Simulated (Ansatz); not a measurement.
BN: opening a crack plane

BN, P6_3/mmc, a = 2.506 Å, c = 6.617 Å. The compound has several low-lying forms, and this is one of them. Ansatz: PBE+D3(BJ), PAW, 420 eV, Γ-centred 10×10×2 mesh on 8 atoms, Gaussian smearing 0.05 eV; no spin polarisation. One cut on (001) per cell of 8 atoms is opened rigidly by x, between planes of B+N and B+N that stand 3.31 Å apart; y is the energy per area (5.441 Å², 1 eV/Å² = 16.02 J/m²).

```
x (Å) y (J/m²)
 0.00     0.000
 0.25     0.020
 0.50     0.063
 0.75     0.107
 1.00         ?
 1.50     0.211
 2.00     0.254
 3.00     0.299
 6.00     0.338
```

Task: Fit the universal binding curve y = W[1 − (1 + x/l) e^(−x/l)] to the other rows, give the peak stress, and predict the missing value.

Result: Least squares gives W = 0.329 J/m² and l = 0.681 Å. The stress dy/dx peaks at x = l with W/(e l) = 1.8 GPa, for rigid faces. The last row already stands above W and still climbs, so W understates the work of separation. At x = 1.00: x/l = 1.468, y = 0.142 J/m². The run gave 0.148 J/m², so the fit is 0.006 J/m² too low, within the rms miss on the fitted rows (0.007 J/m²).

Cost: 11 runs of about 0.65 core-minutes in all, on Arm Neoverse V1 (shared hosts).